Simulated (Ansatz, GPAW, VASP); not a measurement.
## Al: 3 runs at one level of theory

```xyz
1
Lattice="0.0000 2.0248 2.0248 2.0248 0.0000 2.0248 2.0248 2.0248 0.0000" Properties=species:S:1:pos:R:3 pbc="T T T"
Al    0.0000    0.0000    0.0000
```

Alike in all runs: task single point; functional PBE; k mesh 11 × 11 × 11; occupations gaussian, width 0.014 eV; no spin polarisation; no spin-orbit coupling. Pressure is positive in compression and, in plane waves, holds the error of the finite cutoff.

```
                        program and potentials  plane-wave cutoff (eV)  notes  pressure (GPa)
    GPAW, GPAW PAW data sets (gpaw-data 1.2.1)                     600      -           -0.39
Ansatz, all-electron LAPW, scalar-relativistic                       -      -           -0.51
                VASP, PBE PAW files Al, 520 eV                     520      -           -0.55
```

The pressure spans -0.55 (VASP, PBE PAW files Al, 520 eV) to -0.39 GPa (GPAW, GPAW PAW data sets (gpaw-data 1.2.1)), with all-electron results at -0.51.

Differences between rows come from potentials, basis sets and numerical settings, since the functional is the same but for its coding. Runs on potential files found faulty are left out.

All three runs give a small negative pressure, so the fcc cell is slightly stretched relative to the static PBE equilibrium and would contract on relaxation. The all-electron value of -0.51 GPa shows that this tension doesn't depend on the use of potential files. The cell is close to the measured room-temperature one, which includes thermal expansion and zero-point motion. A static calculation has neither, and this probably accounts for the tension, which PBE reduces rather than adds to, since its static lattice parameter for aluminium is slightly larger than the measured one corrected for both effects.

In aluminium, the pressure reflects a near balance between the kinetic energy of a nearly free sp electron gas, which favours expansion, and the electrostatic and exchange-correlation terms, which favour contraction. Small differences in the description of the core region or in basis completeness can therefore shift the remainder visibly, while the implied change in lattice parameter stays slight because the metal resists compression far more strongly than these pressures. A single volume fixes the direction of relaxation, but neither the bulk modulus nor the stability of fcc against other packings.
